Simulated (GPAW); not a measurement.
Input of a GPAW 26.7.0 run:

run.py

```python
from ase.calculators.mixing import SumCalculator
from ase.eos import EquationOfState
from ase.io import Trajectory
from ase.spacegroup import crystal
from ase.units import GPa
from dftd4.ase import DFTD4
from gpaw import GPAW, PW, setup_paths

setup_paths.insert(0, '.')

# Zr 4b
# C 4a
atoms = crystal(['Zr', 'C'],
                basis=[[0.5, 0.0, 0.0],
                       [0.0, 0.0, 0.0]],
                spacegroup=225, setting=1,  # Fm-3m
                cellpar=[4.73, 4.73, 4.73, 90.0, 90.0, 90.0],
                primitive_cell=True)

traj = Trajectory('eos.traj', 'w')
volumes, energies = [], []
for x in [0.94, 0.96, 0.98, 1.0, 1.02, 1.04, 1.06]:
    a = atoms.copy()
    a.set_cell(atoms.cell * x**(1 / 3), scale_atoms=True)
    calc = GPAW(mode=PW(800),
                xc='PBEsol',
                kpts={'size': (8, 8, 8), 'gamma': True},
                occupations={'name': 'fermi-dirac', 'width': 0.05},
                nbands=18,
                convergence={'density': 1e-05, 'energy': 1e-05},
                maxiter=150,
                txt=f'eos-{x:.2f}.txt')
    a.calc = SumCalculator([calc, DFTD4(method='pbesol')])
    energies.append(a.get_potential_energy())
    volumes.append(a.get_volume())
    p = -a.get_stress()[:3].mean() / GPa
    calc.write(f'eos-{x:.2f}.gpw')
    traj.write(a)
    print(f'{x:.2f} {volumes[-1]:10.4f} A^3 {energies[-1]:14.6f} eV {p:9.3f} GPa', flush=True)

v0, e0, B = EquationOfState(volumes, energies, eos='birchmurnaghan').fit()
print(f'V0 = {v0:.4f} A^3, E0 = {e0:.6f} eV, B0 = {B / GPa:.2f} GPa')
```

Potentials or basis: PAW data sets generated in the run's folder for this functional, pw.

Launch:

```console
$ gpaw-setup -f PBEsol C Zr
$ OMP_NUM_THREADS=1 python run.py
```

Task: Predict the equilibrium volume.

Result: 12.58 Å³/atom.

Task: Estimate the pressure derivative of the bulk modulus.

Result: 4.0.

Task: What does it give for the bulk modulus?

Result: 240 GPa.

Energy against volume, from the lowest point:
| volume (Å³/atom) | energy (meV/atom) |
| --- | --- |
| 12.434 | 0.34 |
| 12.699 | 0.00 |
| 12.963 | 7.61 |
| 13.228 | 22.36 |
| 13.493 | 43.54 |
| 13.757 | 70.50 |
| 14.022 | 102.69 |
